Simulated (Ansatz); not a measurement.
A run of Ansatz 0.2.0 is set up as follows.

File input.yaml:

```yaml
crystal:
  lattice:
    - [0.0, 2.753244, 2.753244]
    - [2.753244, 0.0, 2.753244]
    - [2.753244, 2.753244, 0.0]
  atoms:
    - { symbol: Cd, position: [0.0, 0.0, 0.0] }
    - { symbol: S, position: [0.5, 0.5, 0.5] }
hamiltonian:
  xc: blyp
  pseudopotentials: { kind: paw }
  dispersion: d4
kpoints:
  mp_grid: { grid: [8, 8, 8] }
scf:
  occupations: { method: fermi_dirac, width: 0.05 }
output:
  forces: true
  stress: true
  eigenvalues: true
relax:
  f_tol: 0.01
  max_steps: 40
  cell: { stress_tol: 0.05 }
```

Potentials or basis: Ansatz PAW.

Run with:

```console
$ ansatz run input.yaml --threads 2 --pin off --max-ram 5632MiB --backend cpu --events-out ev --progress --plain --runs-dir out
```

Question: Predict the space group after relaxing (to 0.05 Å).

Answer: Fm-3m (No. 225).

Question: What does it give for the band gap on the k mesh?

Answer: 0.16 eV, indirect (least direct gap 1.66 eV).

Step by step:
```tsv
step	energy change (eV)	largest force (eV/Å)	volume (Å³)
1	0.0000	0.0000	41.74
2	-0.0033	0.0000	40.42
3	-0.0044	0.0000	40.89
4	-0.0042	0.0000	40.89
```

Caveat: the plane-wave basis is chosen anew once the cell has moved, so the energies of steps on either side of that aren't comparable; the PAW data sets come from PBE, with cores solved anew for the run's functional, which leaves a small shift of forces and pressure. A k mesh can miss the band edges.
